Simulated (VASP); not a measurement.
# Ir in VASP: relaxation of the atoms with r2SCAN+rVV10

Aim: the relaxation of the atoms of Ir with r2SCAN+rVV10.

Everything below comes from runs of VASP 6.6.1. Logs are shortened: lines on timing, memory, paths and dates and some standing lists are left out, and cuts for length are marked.

### 1 The structure

The cell holds a slab with vacuum, 4 atoms: a = 2.700 Å, b = 2.700 Å, c = 27.464 Å, α = 90.00°, β = 90.00°, γ = 120.00°.

The cell was built by a generator and needn't be a form met in nature.

### 2 Relaxation of the atoms, r2SCAN+rVV10

INCAR reads:

```
SYSTEM = Ir
PREC     = Accurate       ! precision mode
ENCUT    = 520            ! plane-wave cutoff, eV
EDIFF    = 1E-6           ! SCF threshold, eV
ISMEAR   = 1              ! smearing method
SIGMA    = 0.1            ! smearing width, eV
LREAL    = .FALSE.        ! projectors in reciprocal space
LASPH    = .TRUE.         ! aspherical terms in the spheres
NELM     = 120            ! most SCF steps
ALGO     = Normal         ! electronic algorithm
ISIF     = 2              ! what is computed and relaxed
LWAVE    = .FALSE.        ! write WAVECAR
LCHARG   = .FALSE.        ! write CHGCAR
LDIPOL   = .TRUE.       
IDIPOL   = 3            
DIPOL    = 0.5 0.5 0.500
METAGGA  = R2SCAN         ! meta-GGA
LMIXTAU  = .TRUE.       
LUSE_VDW = .TRUE.       
IVDW_NL  = 2            
BPARAM   = 11.95        
CPARAM   = 0.0093       
IBRION   = 2              ! ionic algorithm
NSW      = 90             ! ionic steps
EDIFFG   = -0.02          ! ionic threshold
```

KPOINTS reads:

```
regular mesh
0
G
  16 16 1
  0 0 0
```

POSCAR reads:

```
Ir
1.0
    2.6997849600      0.0000000000      0.0000000000
   -1.3498924800      2.3380823200      0.0000000000
    0.0000000000      0.0000000000     27.4644866300
Ir
4
Direct
    0.0000000000      1.0000000000      0.3777276000
    0.6666670000      0.3333330000      0.4592437500
    0.3333340000      0.6666660000      0.5407562500
    0.0000000000      1.0000000000      0.6222724000
```

Potentials or basis: VASP PAW PBE potentials, release 64 (Ir).

Run with:

```bash
$ cat potpaw_PBE.64/Ir/POTCAR > POTCAR
$ mpirun -np 1 vasp_std > vasp.out
```

OUTCAR:

```text
SYSTEM = Ir
   PREC = Accurate
   ENCUT = 520
   EDIFF = 1E-6
   ISMEAR = 1
   LREAL = .FALSE.
   LASPH = .TRUE.
   NELM = 120
   ISIF = 2
   METAGGA = R2SCAN
   IVDW_NL = 2
   BPARAM = 11.95
   IBRION = 2
   NSW = 90
   EDIFFG = -0.02

 ion  position               nearest neighbor table
   1  0.000  0.000  0.378-   2 2.73   2 2.73   2 2.73
   2  0.667  0.333  0.459-   3 2.73   3 2.73   3 2.73   1 2.73   1 2.73   1 2.73
   3  0.333  0.667  0.541-   2 2.73   2 2.73   2 2.73   4 2.73   4 2.73   4 2.73
   4  0.000  0.000  0.622-   3 2.73   3 2.73   3 2.73

  LATTYP: Found a hexagonal cell.
 ALAT       =     2.6997849600
 C/A-ratio  =    10.1728422956

  Lattice vectors:

 A1 = (   2.6997849600,   0.0000000000,   0.0000000000)
 A2 = (  -1.3498924800,   2.3380823200,   0.0000000000)
 A3 = (   0.0000000000,   0.0000000000,  27.4644866300)

Analysis of symmetry for initial positions (statically):
=====================================================================
 Subroutine PRICEL returns:
 Original cell was already a primitive cell.

 Routine SETGRP: Setting up the symmetry group for a
 hexagonal supercell.

 Subroutine GETGRP returns: Found 12 space group operations
 (whereof 12 operations were pure point group operations)
 out of a pool of 24 trial point group operations.

The static configuration has the point symmetry D_3d.

Analysis of symmetry for dynamics (positions and initial velocities):
=====================================================================
 Subroutine PRICEL returns:
 Original cell was already a primitive cell.

 Routine SETGRP: Setting up the symmetry group for a
 hexagonal supercell.

 Subroutine GETGRP returns: Found 12 space group operations
 (whereof 12 operations were pure point group operations)
 out of a pool of 24 trial point group operations.

The dynamic configuration has the point symmetry D_3d.

 Subroutine INISYM returns: Found 12 space group operations
 (whereof 12 operations are pure point group operations),
 and found     1 'primitive' translations
[... 122 lines left out ...]
  Thomas-Fermi vector in A             =   2.099496
   LORBIT       =      0    0 simple, 1 ext, 2 COOP (PROOUT), +10 PAW based schemes
   METAGGA = R2SCAN    functional components
   LHFCALC =     F    Hartree Fock is set to
   AEXX    =    0.0000 exact exchange contribution
   IVDW_NL    =     2    kernel type
   BPARAM     =11.9500
   IVDW    =     0    specifies the selected vdW correction
   LEPSILON=     F    determine dielectric tensor
   LRPA    =     F    only Hartree local field effects (RPA)
 conjugate gradient relaxation of ions
 non-spin polarized calculation
 Methfessel and Paxton  Order N= 1 SIGMA  =   0.10
  energy-cutoff  :      520.00
  volume of cell :      173.36
 maximum number of plane-waves:      4727
 NGX is ok and might be reduce to    20
   NGX =  9   NGY =  9   NGZ =103

--------------------------------------- Ionic step        1  -------------------------------------------

 number of electron      35.9999999 magnetization

 Free energy of the ion-electron system (eV)
  ---------------------------------------------------
  ext. energy  EPLUGINS =         0.00000000
  ---------------------------------------------------
  free energy    TOTEN  =      -206.67527474 eV

  energy without entropy =     -206.67671574  energy(sigma->0) =     -206.67575507

------------------------ aborting loop because EDIFF is reached ----------------------------------------

  FORCE on cell =-STRESS in cart. coord.  units (eV):
  Direction    XX          YY          ZZ          XY          YZ          ZX
  --------------------------------------------------------------------------------------
  -------------------------------------------------------------------------------------
  Total       -2.9809491     -2.9809490     -3.6612998      0.0000000      0.0000000      0.0000000
  in kB      -27.5489268    -27.5489258    -33.8364984      0.0000000      0.0000000      0.0000000
  external PRESSURE =     -29.6447837 kB  Pullay stress =       0.0000000 kB
[... 57 lines left out ...]
  FREE ENERGIE OF THE ION-ELECTRON SYSTEM (eV)
  ---------------------------------------------------
  free  energy   TOTEN  =      -206.6969055069 eV

  energy  without entropy=     -206.6984637524  energy(sigma->0) =     -206.69742492

 dipolmoment           0.000000      0.000000      0.000000 electrons x Angstroem

--------------------------------------- Ionic step        3  -------------------------------------------

 number of electron      35.9999999 magnetization

------------------------ aborting loop because EDIFF is reached ----------------------------------------
[... 109 lines left out ...]
--------------------------------------- Ionic step        6  -------------------------------------------

 number of electron      35.9999999 magnetization

 dipolmoment           0.000000      0.000000     -0.000000 electrons x Angstroem

 Free energy of the ion-electron system (eV)
  ---------------------------------------------------
  ext. energy  EPLUGINS =         0.00000000
  ---------------------------------------------------
  free energy    TOTEN  =      -206.71122163 eV

  energy without entropy =     -206.71385876  energy(sigma->0) =     -206.71210068

 E-fermi :  -0.5145     XC(G=0):  -5.6564

 val. band max:       -0.5217886981   @ k =   0.2500   0.1250   0.0000
 cond. band min:      -0.5134849223   @ k =   0.1875   0.1250   0.0000
 fundamental gap:      0.0083037759
 Fermi energy:        -0.5145166434

 k-point     1 :       0.0000    0.0000    0.0000
  band No.  band energies     occupation
      1     -11.6151      2.00000
      2     -10.0403      2.00000
      3      -8.8227      2.00000
      4      -8.7412      2.00000
      5      -4.7862      2.00000
      6      -4.6215      2.00000
[... 589 lines left out ...]
     21       1.4894      0.00000
     22       1.7713      0.00000

 [... further k-points ...]

------------------------ aborting loop because EDIFF is reached ----------------------------------------

 vacuum level on the upper side and lower side of the slab       (xc-potential included)         0.081         0.081

  FORCE on cell =-STRESS in cart. coord.  units (eV):
  Direction    XX          YY          ZZ          XY          YZ          ZX
  --------------------------------------------------------------------------------------
  -------------------------------------------------------------------------------------
  Total       -1.9835591     -1.9835590     -0.0339359      0.0000000      0.0000000      0.0000000
  in kB      -18.3313842    -18.3313836     -0.3136245      0.0000000      0.0000000      0.0000000
  external PRESSURE =     -12.3254641 kB  Pullay stress =       0.0000000 kB
[... 19 lines left out ...]
  FREE ENERGIE OF THE ION-ELECTRON SYSTEM (eV)
  ---------------------------------------------------
  free  energy   TOTEN  =      -206.7112216348 eV

  energy  without entropy=     -206.7138587568  energy(sigma->0) =     -206.71210068

 reached required accuracy - stopping structural energy minimisation

 vacuum level on the upper side and lower side of the slab         5.215         5.215
```

CONTCAR:

```text
Ir
   1.00000000000000
     2.6997849600000001    0.0000000000000000    0.0000000000000000
    -1.3498924800000001    2.3380823199999998    0.0000000000000000
     0.0000000000000000    0.0000000000000000   27.4644866299999997
  Ir
     4
Direct
     0.0000000000000000    0.0000000000000000    0.3800191235187841
     0.6666669999999968    0.3333330000000032    0.4599502142977295
     0.3333340000000007    0.6666659999999993    0.5400497857022705
     1.0000000000000000    1.0000000000000000    0.6199808764812159

  0.00000000E+00  0.00000000E+00  0.00000000E+00
  0.00000000E+00  0.00000000E+00  0.00000000E+00
  0.00000000E+00  0.00000000E+00  0.00000000E+00
  0.00000000E+00  0.00000000E+00  0.00000000E+00
```

Wall time 1.6 h (1 thread of Intel Xeon Platinum 8488C (Sapphire Rapids), shared host); peak memory 0.68 GiB.

Results:

```yaml
Free_energy: -206.7112 eV
Energy_gained_by_relaxing: 9.0 meV/atom
Ionic_steps: 6
Band_gap_on_the_k_mesh: none (metal or under the smearing width)
```

The path:
```tsv
step	energy change (eV)	largest force (eV/Å)	pressure (GPa)
1	0.0000	0.5473	-2.96
2	-0.0216	0.2618	-2.26
3	-0.0275	0.3536	-1.75
4	-0.0357	0.0459	-1.37
5	-0.0358	0.0460	-1.34
6	-0.0359	0.0018	-1.23
```

Final structure:
```
CELL_PARAMETERS angstrom
2.69978 0.00000 0.00000
-1.34989 2.33808 0.00000
0.00000 0.00000 27.46449
ATOMIC_POSITIONS crystal
Ir 0.00000 0.00000 0.38002
Ir 0.66667 0.33333 0.45995
Ir 0.33333 0.66667 0.54005
Ir 0.00000 0.00000 0.61998
```

Caveat: the PAW data sets were made with another functional, which shifts forces and pressure a little. Spin-orbit coupling is left out, which matters for the levels of Ir.
